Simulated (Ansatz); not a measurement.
# AlN: which shells make which states

```xyz
2
Lattice="0.0000 1.9780 1.9780 1.9780 0.0000 1.9780 1.9780 1.9780 0.0000" Properties=species:S:1:pos:R:3 pbc="T T T"
Al    0.0000    0.0000    0.0000
N     1.9780    1.9780    1.9780
```

Atom numbers follow the list: Al1, N2.

The geometry is COD entry 1523095, unchecked; take it as a test cell.

These are results of DFT, LDA, all-electron LAPW, scalar-relativistic in Ansatz 0.2.0, not measurements.

Numerical set-up: a Γ-centred 12×12×12 k mesh, Fermi–Dirac smearing of 0.01 eV, basis error target 0.5 meV/atom, no spin polarisation.

Weights are projections on a minimal set of Löwdin-orthogonalised atomic shells, summed over atoms of an element; the rest lies outside that basis, and weights on diffuse cation s shells are inflated where empty shells are missing from it. Energies are in eV from the valence-band top.

Points: L (0.500, 0.500, 0.500), Γ (0.000, 0.000, 0.000).

```tsv
state	character
L, -8.77 eV	?
L, -1.20 eV (×2)	?
Γ, 0.00 eV (×3)	?
```

(1) Give the missing entry: row "Γ, 0.00 eV (×3)", column "character".

(2) Fill in "character" for the row "L, -8.77 eV".

(3) What belongs in the row "L, -1.20 eV (×2)", column "character"?

## Answers

(1) N 2p 94 %, Al 3p 5 %.

(2) N 2p 67 %, Al 3s 32 %.

(3) N 2p 97 %.
